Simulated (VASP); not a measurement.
Te: relaxation of cell and atoms with PBE

The system is Te.

```
CELL_PARAMETERS angstrom
2.30590 1.33131 1.69095
-2.30590 1.33131 1.69095
0.00000 -2.66263 1.69095
ATOMIC_POSITIONS crystal
Te 0.50000 0.50000 0.50000
```

This isn't the form of Te at room conditions, which is trigonal, of chains.

| Item | Value |
| --- | --- |
| Program | VASP 6.6.1 |
| Task | relaxation of cell and atoms |
| Functional | PBE |
| Potentials or basis | VASP PAW PBE potentials, release 64 (Te) |
| Cutoff | 600 eV |
| k mesh | 9 × 9 × 9 |
| Occupations | fermi-dirac, width 0.05 eV |
| Spin | no spin polarisation |
| Further INCAR settings | ALGO = Normal; EDIFF = 1e-06; IBRION = 2; EDIFFG = -0.01; NSW = 60; ISIF = 3 |

* Relaxed volume: 32.84 Å³/atom
* Relaxed cell: a = 3.204 Å, b = 3.204 Å, c = 3.204 Å, α = 91.55°, β = 91.55°, γ = 91.55°
* Space group after relaxing (to 0.05 Å): R-3m (No. 166)
* Energy gained by relaxing: 15.0 meV/atom
* Ionic steps: 9
* Pressure after relaxing: 0.0 GPa
* Band gap on the k mesh: none (metal or under the smearing width)

The path:
| step | energy change (eV) | largest force (eV/Å) | pressure (GPa) | volume (Å³) |
| --- | --- | --- | --- | --- |
| 1 | 0.0000 | 0.0000 | 2.58 | 31.15 |
| 2 | -0.0082 | 0.0000 | -1.19 | 33.47 |
| 3 | -0.0114 | 0.0000 | 0.00 | 32.63 |
| 4 | -0.0120 | 0.0000 | -0.01 | 32.66 |
| 5 | -0.0135 | 0.0000 | -0.03 | 32.76 |
| 6 | -0.0149 | 0.0000 | -0.13 | 32.92 |
| 7 | -0.0149 | 0.0000 | -0.15 | 32.94 |
| 8 | -0.0146 | 0.0000 | 0.44 | 32.57 |
| 9 | -0.0150 | 0.0000 | 0.01 | 32.84 |

Final structure:
```cif
data_structure
_symmetry_space_group_name_H-M 'P 1'
_symmetry_Int_Tables_number 1
_cell_length_a 3.2036
_cell_length_b 3.2036
_cell_length_c 3.2036
_cell_angle_alpha 91.554
_cell_angle_beta 91.554
_cell_angle_gamma 91.554
_cell_volume 32.84
loop_
_atom_site_label
_atom_site_type_symbol
_atom_site_fract_x
_atom_site_fract_y
_atom_site_fract_z
_atom_site_occupancy
Te1 Te 0.50000 0.50000 0.50000 1
```

Levels at points of the mesh, in eV from the Fermi level:
```
           k point  band 1  band 2  band 3  band 4  band 5  band 6  band 7
(0.00, 0.00, 0.00)  -13.58    1.05    1.23    1.23    6.04    6.04    6.47
```

Wall time 92 s on 1 thread of AMD EPYC 7R43 64-Core Processor (Zen 3), with other jobs on the host, peak memory 0.14 GiB.

Spin-orbit coupling is left out, which matters for the levels of Te.
